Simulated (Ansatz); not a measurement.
Li2Se under changes of volume

One of the cells (18.045 Å³/atom); the others are scaled copies at fixed shape and fractional positions:

```
CELL_PARAMETERS angstrom
0.00000 3.00250 3.00250
3.00250 0.00000 3.00250
3.00250 3.00250 0.00000
ATOMIC_POSITIONS crystal
Se 0.00000 0.00000 0.00000
Li 0.75000 0.75000 0.75000
Li 0.25000 0.25000 0.25000
```

* Program: Ansatz 0.2.0
* Functional: PBEsol
* Potentials or basis: Ansatz PAW
* Cutoff: 420 eV (not typed: the program's choice for these potentials)
* k mesh: 8 × 8 × 8
* Occupations: fermi-dirac, width 0.05 eV
* Spin: no spin polarisation

```csv
volume (Å³/atom),energy over the lowest point (meV/atom),pressure (GPa),gap on the mesh (eV)
16.962,1.79,1.2,2.79
17.323,0.04,0.4,2.81
17.684,0.00,-0.3,2.82
18.045,1.52,-1.0,2.84
18.406,?,?,?
18.767,8.64,-2.1,2.87
19.128,13.99,-2.6,2.88
```

**Question.** What does the run at 18.406 Å³/atom give?

**Answer.** Energy over the lowest point 4.44 meV/atom; pressure -1.6 GPa; gap on the mesh 2.86 eV.

Worked out: A Birch-Murnaghan fit of order 3 (a polynomial in V^(-2/3)) to the other rows has its minimum at 17.51 Å³/atom with B0 = V·E''(V) = 35 GPa and B' = 3.8. It gives 4.44 meV/atom at 18.406 Å³/atom, against the run's 4.44, and -dE/dV = -1.6 GPa, against -1.6. A straight line through the other rows of the gap, of slope 0.755 eV per unit of ln V, gives 2.85 eV, against the run's 2.86.

Energies are extrapolated to zero smearing.

Caveats: the PAW data sets come from PBE, with cores solved anew for the run's functional, which leaves a small shift of forces and pressure.

A mesh can miss the band edges. Spin-orbit coupling on Se is left out.
